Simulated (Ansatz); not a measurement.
Computed with DFT PBE, scalar-relativistic, plane waves, PAW (Ansatz). All cells share a 420 eV cutoff and Γ-centred k meshes spaced at most about 0.3 Å⁻¹ (about 0.25 or finer for metals, 2π included). No spin polarisation in the final relaxations.

All energies are static (0 K, no zero-point motion).

Two relaxed structures of Si2Ge3:

A. Space group P6/mmm (No. 191), hexagonal, a = 2.799 Å, c = 13.024 Å. Si is surrounded by 1 Si at 2.45 Å, 1 Ge at 2.57 Å and 6 Si at 2.80 Å; around Ge on a site of symmetry 6mm lie 1 Si at 2.57 Å and 7 Ge at 2.72–2.80 Å; around Ge on a site of symmetry 6/mmm lie 8 Ge at 2.72–2.80 Å.

B. Space group I4/mmm (No. 139), tetragonal, a = 3.179 Å, c = 17.498 Å. Around Si lie 4 Si at 2.58 Å, 4 Ge at 2.87 Å, 1 Ge at 3.04 Å, 4 Si at 3.18 Å and 1 Ge at 3.74 Å; Ge on a site of symmetry 4mm is surrounded by 4 Si at 2.87 Å, 4 Ge at 2.98 Å, 1 Si at 3.04 Å and 4 Ge at 3.18 Å; Ge on a site of symmetry 4/mmm has 8 Ge at 2.98 Å, 4 Ge at 3.18 Å and 2 Si at 3.74 Å.

Question: Which form is favoured at zero pressure, and by what margin per atom?

Answer: A is lower, by 111 meV/atom. A has space group P6/mmm (No. 191), 17.7 Å³/atom and no gap on its mesh; B has space group I4/mmm (No. 139), 17.7 Å³/atom and no gap. Counting Ge atoms around Si (those within 1.25 times the shortest such distance or 1.15 times the sum of covalent radii; the shortest distance is added where it is long for a bond), A has Si 1 and B has Si 5 from 2.9 Å. Even the lower one lies +0.31 eV/atom against the reference forms of the elements (uncorrected), so neither is stable at this level. Both come from invented guesses.

Cells relaxed within their symmetry can be saddle points.

A is favoured by 111 meV/atom although both forms occupy 17.7 Å³/atom, so the preference comes from how the atoms are bonded rather than from denser packing. The cell and distances of A suggest a stacked simple hexagonal lattice, a motif known from compressed silicon and germanium, with separate Si and Ge layers. Its Si–Si contact of 2.45 Å is close to a normal single bond, whereas the shortest Si–Si contacts in B are stretched to 2.58 Å. A therefore probably keeps more directional covalent bonding, while B spreads its valence electrons over more, weaker contacts.

The +0.31 eV/atom of A mainly reflects the loss of the tetrahedral sp³ network, not an aversion between Si and Ge, which mix readily in the diamond-type alloy. The missing gap fits this dense, metallic type of bonding and says nothing about that semiconducting alloy. With nearly equal volumes, modest pressure should do little to reverse the order of the two forms.
